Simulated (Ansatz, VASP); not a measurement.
# SiC (Moissanite 3C) in two plane-wave programs, part 2 of 2

One calculation is typed for both programs; each brings its own data sets and cutoff. How far apart do they land? The cell is taken from a series of VASP runs on this material, whose earlier steps may have relaxed, scaled or displaced it; both programs get it as it stands.

VASP 6.6.1 and Ansatz 0.2.0.

So far. Step 4 (Differences): The walks stopped with 0.00 GPa left in Ansatz and 0.01 GPa in VASP; each walk ends within a tolerance, so the volume difference is uncertain by about these residues over the bulk modulus, most in soft cells.

### Step 5. VASP: relaxation of cell and atoms, r2SCAN with rVV10

Level of this step: r2SCAN with rVV10; plane waves and PAW (Si, C) (VASP).

The relaxed volume is the usual yardstick between codes: its relative difference is about their pressure difference at one cell divided by the bulk modulus.

File INCAR:

```
SYSTEM = SiC
PREC = Accurate
ENCUT = 520
EDIFF = 1E-07
NELM = 100
ISMEAR = 0
SIGMA = 0.03
LREAL = .FALSE.
ALGO = Normal
METAGGA = R2SCAN
LUSE_VDW = .TRUE.
IVDW_NL = 2
BPARAM = 11.95
CPARAM = 0.0093
LASPH = .TRUE.
NBANDS = 10
LORBIT = 11
LWAVE = .FALSE.
LCHARG = .FALSE.
KPAR = 2
IBRION = 2
NSW = 50
ISIF = 3
EDIFFG = -0.002
```

File POSCAR:

```
SiC
1.0
    0.0000000000      2.1790000000      2.1790000000
    2.1790000000      0.0000000000      2.1790000000
    2.1790000000      2.1790000000      0.0000000000
Si C
1 1
Direct
    0.0000000000      0.0000000000      0.0000000000
    0.7500000000      0.7500000000      0.7500000000
```

File KPOINTS:

```
Automatic mesh
0
Gamma
12 12 12
0 0 0
```

PAW data sets: Si and C (PBE family, release 64).

Started as:

```console
> mpirun -np 2 vasp_std
```

Numbers of over 12 decimals in the logs are rounded to 6 here.

The log of the run:

```text
[banner, memory and clock lines left out]
running    2 mpi-ranks, on    1 nodes
[...]
|                                                                             |
|               ----> ADVICE to this user running VASP <----                  |
|                                                                             |
|     You have switched on vdW-DFT.                                           |
|     This routine was written and supplied by Jiri Klimes. We recommend      |
|     that you carefully read and cite the following publications:            |
|       J. Klimes, D.R. Bowler, A. Michelides                                 |
|          J. Phys.: Cond Matt. 22 022201 (2010)                              |
|       J. Klimes, D.R. Bowler, A. Michelides                                 |
|          Phys. Rev. B. 83, 195131 (2011)                                    |
|     and references therein.                                                 |
|                                                                             |

[...]
DAV:   3    -0.192219849552E+02    0.92106E-05   -0.42002E-05  1496   0.422E-02    0.134E-02
Total rVV10 correction in eV:      0.1047495     9.4144870
Total rVV10 correction in eV:      0.1047495     9.4144870
DAV:   4    -0.192219824435E+02    0.25117E-05   -0.44171E-06  1698   0.131E-02    0.722E-03
Total rVV10 correction in eV:      0.1047578     9.4144870
Total rVV10 correction in eV:      0.1047578     9.4144870
DAV:   5    -0.192219819948E+02    0.44875E-06   -0.18693E-07  1552   0.308E-03    0.494E-03
Total rVV10 correction in eV:      0.1047594     9.4144870
Total rVV10 correction in eV:      0.1047594     9.4144870
DAV:   6    -0.192219815243E+02    0.47045E-06   -0.25066E-08   738   0.135E-03    0.521E-04
Total rVV10 correction in eV:      0.1047589     9.4144870
Total rVV10 correction in eV:      0.1047589     9.4144870
DAV:   7    -0.192219815753E+02   -0.50945E-07   -0.33423E-09   738   0.437E-04
Total rVV10 correction in eV:      0.1047590     9.4144870
Total rVV10 correction in eV:      0.1047590     9.4144870
Total rVV10 correction in eV:      0.1047589     9.4144870
Total rVV10 correction in eV:      0.1047589     9.4144870
   3 F= -.19221982E+02 E0= -.19221982E+02  d E =-.303540E-03
[...]
reached required accuracy - stopping structural energy minimisation
```

From OUTCAR (step 5):

```text
  Total        0.0002104      0.0002104      0.0002104      0.0000000      0.0000000      0.0000000
  in kB        0.0163623      0.0163623      0.0163623      0.0000000      0.0000000      0.0000000
  external PRESSURE =       0.0163623 kB  Pullay stress =       0.0000000 kB

 POSITION                                       TOTAL-FORCE (eV/Angst)
 -----------------------------------------------------------------------------------
      0.00000      0.00000      0.00000        -0.000000     -0.000000     -0.000000
      3.26354      3.26354      3.26354         0.000000      0.000000      0.000000
 -----------------------------------------------------------------------------------
    total drift:                                0.000001      0.000001      0.000001

  FREE ENERGIE OF THE ION-ELECTRON SYSTEM (eV)
  ---------------------------------------------------
  free  energy   TOTEN  =       -19.2219815753 eV

  energy  without entropy=      -19.2219815753  energy(sigma->0) =      -19.22198158

[... 2 parts as in an earlier step ...]

[... 2 further parts left out ...]
[key lines of the parts left out:]
E-fermi :   8.2612
```

### Step 6. Ansatz: relaxation of cell and atoms, r2SCAN with rVV10

The same cell, functional, mesh and smearing now go to Ansatz, which takes its cutoff from its data sets.

The cell is taken from a series of VASP runs on this material, whose earlier steps may have relaxed, scaled or displaced it; both programs get it as it stands.

File input.yaml:

```yaml
crystal:
  lattice:
    - [0.0, 2.179, 2.179]
    - [2.179, 0.0, 2.179]
    - [2.179, 2.179, 0.0]
  atoms:
    - { symbol: Si, position: [0.0, 0.0, 0.0] }
    - { symbol: C, position: [0.75, 0.75, 0.75] }
hamiltonian:
  xc: r2scan
  pseudopotentials: { kind: paw }
  dispersion: rvv10
kpoints:
  mp_grid: { grid: [12, 12, 12] }
scf:
  occupations: { method: gaussian, width: 0.03 }
relax:
  f_tol: 0.01
  max_steps: 60
  cell: { stress_tol: 0.05 }
output:
  forces: true
  stress: true
```

Started as:

```console
> ansatz run input.yaml --threads 4 --pin off --max-ram 9216MiB --backend cpu --events-out ev --progress --plain --runs-dir out
```

The log of the run:

```text
[...]
Crystal: 2 atoms, lattice volume = 20.692 Å³
Basis set: ecut = 500 eV, 531 PW (Γ), exchange–correlation on 108×108×108 points (64 copies of the dense FFT grid, shifted against one another)
Bands: 8, of which v1, the nominal top of the filled ones, is band 4 counted from 1 (3 counted from 0)
Symmetry: 24 space group operations
[...]
0.000000       0.001992       0.000000
        0.000000       0.000000       0.001992
  P = ⅓ Tr σ = 0.0020 GPa (0.020 kbar)
--- Relaxed structure (3 steps of the walk, 3 accepted, 1 SCFs on fresh bases) ---
[...]
cell:  # Å, volume = 20.6100 Å³
    - [0, 2.176120, 2.176120]
    - [2.176120, 0, 2.176120]
    - [2.176120, 2.176120, 0]
  atoms:
    - { symbol: Si, position: [0, 0, 0] }
    - { symbol: C, position: [0.750000, 0.750000, 0.750000] }
[key lines of the parts left out:]
SCF converged after 4 iterations
Free energy (F): -890.745447 eV
Fermi energy:    10.248575 eV
```

It took 4.4 s on 4 threads of Arm Neoverse V2, shared host; peak memory 0.39 GiB.

### Step 7. Differences

What differs besides the data sets and the points named for the pairs above, as far as they apply: VASP keeps PBE cores, Ansatz makes them for the functional; the cutoff is 500 eV in Ansatz and 520 eV in VASP. Total energies have different zeros and are not compared.

The two programs side by side:

```csv
quantity,Ansatz,VASP,difference
volume (Å³),20.61,20.60,+0.06 %
"edge a after relaxation, in the typed setting (Å)",3.078,3.077,+0.02 %
```

The walks stopped with 0.00 GPa left in Ansatz and 0.00 GPa in VASP; each walk ends within a tolerance, so the volume difference is uncertain by about these residues over the bulk modulus, most in soft cells.

### Step 8. Outcome

* difference in volume (relaxation of cell and atoms, PBEsol): -0.15 %
* difference in volume (relaxation of cell and atoms, r2SCAN with rVV10): 0.059 %

In words: The difference in volume is -0.15 % (relaxation of cell and atoms, PBEsol), within the 1.2 % picked in this series as the mark of a large difference, as far as the stopping tolerances let one tell. Such differences can come from data sets, numerical settings and the points named under the comparisons, not from the functional's error against experiment.

[Lines on the potential files, build, host, timing and source positions are cut from VASP's logs without a mark.]

[Logs are printed without paths, hosts, clocks, repeated set-up lines and the standing remarks that a program may print on its own settings, such as how far it seeks lower states.]

[Hosts, paths, dates, database ids (printed as entryN), source tags and the programs' standing remarks are cut or masked in the printed files.]
